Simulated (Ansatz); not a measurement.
**How far is this Al₂As₅ from the hull?**

Computed with DFT PBE, scalar-relativistic, plane waves, PAW (Ansatz 0.2.0). All cells share a 420 eV cutoff and Γ-centred k meshes spaced about 0.3 Å⁻¹ or finer (0.25 for metals, 2π included). No spin polarisation.

The zero of energy is the elements' standard structures at the same level; no fitted shifts are applied.

Temperature and zero-point effects are left out. Weakly bound directions are ill-defined at this level, which has no dispersion term (Al2As5 P3m1). The reference form of As is held partly by dispersion forces, which this level lacks.

The competitors are the elements and 1 reference phase of this chemical system (from databases or known types: AlAs), relaxed at the same level; other known phases may be missing.

The candidate was reached from: a cell proposed by chemical analogy.

```cif
data_structure
_symmetry_space_group_name_H-M 'P3m1'
_symmetry_Int_Tables_number 156
_cell_length_a 3.9646
_cell_length_b 3.9646
_cell_length_c 23.7161
_cell_angle_alpha 90.000
_cell_angle_beta 90.000
_cell_angle_gamma 120.000
_cell_volume 322.83
loop_
_atom_site_label
_atom_site_type_symbol
_atom_site_symmetry_multiplicity
_atom_site_Wyckoff_symbol
_atom_site_fract_x
_atom_site_fract_y
_atom_site_fract_z
_atom_site_occupancy
Al1 Al 1 a 0.00000 0.00000 0.42447 1
Al2 Al 1 c 0.66667 0.33333 0.28332 1
Al3 Al 1 b 0.33333 0.66667 0.14203 1
Al4 Al 1 a 0.00000 0.00000 0.00074 1
As1 As 1 b 0.33333 0.66667 0.46315 1
As2 As 1 a 0.00000 0.00000 0.31877 1
As3 As 1 c 0.66667 0.33333 0.17753 1
As4 As 1 b 0.33333 0.66667 0.03614 1
As5 As 1 a 0.00000 0.00000 0.89412 1
As6 As 1 b 0.33333 0.66667 0.84317 1
As7 As 1 b 0.33333 0.66667 0.69340 1
As8 As 1 c 0.66667 0.33333 0.74674 1
As9 As 1 c 0.66667 0.33333 0.55445 1
As10 As 1 a 0.00000 0.00000 0.60747 1
```

Problem. Where does it stand against these competitors?

Solution. Not stable. Its formation energy is -0.188 eV/atom. The lowest competing mixture at this composition is this:

```
phase      space group   source  share of atoms  ΔE_f (eV/atom)
   As                -  element          0.4286         -0.0005
 AlAs  F-43m (No. 216)      COD          0.5714          -0.487
```

The lowest database cell of As (-0.0005) lies slightly below the reference, hence the non-zero entry.

The mixture lies at -0.278 eV/atom, and the candidate lies 90 meV/atom above it (91 meV/atom from unrounded values). It is metastable at best. Phonons aren't part of this comparison. It holds As–As nets (shortest 2.59 Å).
